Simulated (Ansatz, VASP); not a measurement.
**H3Os in VASP and in Ansatz**

File INCAR:

```
ALGO = Normal ; EDIFF = 1E-7
EDIFFG = -0.01 ; ENCUT = 600
GGA = PE ; IBRION = 2
ISIF = 3 ; ISMEAR = 0
LASPH = True ; LCHARG = False
LREAL = False ; LWAVE = False
NELM = 100 ; NSW = 100
PREC = Accurate ; SIGMA = 0.1
```

The input KPOINTS:

```
k-points
0
Gamma
  12 12 10
```

POSCAR

```
H3Os
1.0
    3.7414740844      0.0000000000      0.0000000000
   -1.8707370422      3.2402116047      0.0000000000
    0.0000000000      0.0000000000      3.8629166245
H Os
6 2
Direct
    0.8407897759      0.6815795517      0.2500000000
    0.1592102241      0.8407897759      0.7500000000
    0.3184204483      0.1592102241      0.2500000000
    0.1592102241      0.3184204483      0.7500000000
    0.8407897759      0.1592102241      0.2500000000
    0.6815795517      0.8407897759      0.7500000000
    0.3333333333      0.6666666667      0.2500000000
    0.6666666667      0.3333333333      0.7500000000
```

Input for Ansatz:

```yaml
crystal:
  lattice:
    - [3.7414740844, 0.0, 0.0]
    - [-1.8707370422, 3.2402116047, 0.0]
    - [0.0, 0.0, 3.8629166245]
  atoms:
    - { symbol: H, position: [0.8407897759, 0.6815795517, 0.25] }
    - { symbol: H, position: [0.1592102241, 0.8407897759, 0.75] }
    - { symbol: H, position: [0.3184204483, 0.1592102241, 0.25] }
    - { symbol: H, position: [0.1592102241, 0.3184204483, 0.75] }
    - { symbol: H, position: [0.8407897759, 0.1592102241, 0.25] }
    - { symbol: H, position: [0.6815795517, 0.8407897759, 0.75] }
    - { symbol: Os, position: [0.3333333333, 0.6666666667, 0.25] }
    - { symbol: Os, position: [0.6666666667, 0.3333333333, 0.75] }
basis:
  ecutwfc: 420
kpoints:
  mp_grid: { grid: [12, 12, 10] }
hamiltonian:
  xc: pbe
scf:
  occupations: { method: gaussian, width: 0.1 }
output:
  forces: true
  stress: true
  eigenvalues: true
relax:
  adjacent_minimum: "off"
  f_tol: 0.01
  max_steps: 80
  cell: { stress_tol: 0.05 }
```

Alike in both runs: task relaxation of cell and atoms; functional PBE; k mesh 12 × 12 × 10; occupations gaussian, width 0.1 eV; no spin polarisation.

|  | VASP | Ansatz |
| --- | --- | --- |
| version | VASP 6.6.1 | Ansatz 0.2.0 |
| potentials or method | VASP PAW PBE potentials, release 64 (H, Os) | scalar-relativistic, plane waves, PAW |
| plane-wave cutoff (eV) | 600 | 420 |
| valence electrons in the cell | 22 | 38 |

VASP gave:

```
gap on the k mesh at the Fermi level, each at its own relaxed structure (eV) : none
relaxed volume (Å³/atom)                                                     : 5.86
relaxed cell length with the largest relative difference (Å)                 : 3.755
```

Task: Estimate Ansatz's values.

Result: gap on the k mesh at the Fermi level, each at its own relaxed structure (eV): none; relaxed volume (Å³/atom): 5.84; relaxed cell length with the largest relative difference (Å): 3.750.

A gap of «none» marks a metal or a gap that the smearing closes. The two sets of potentials don't hold the same shells in valence.

Spin-orbit coupling is left out, which matters for the levels of Os.
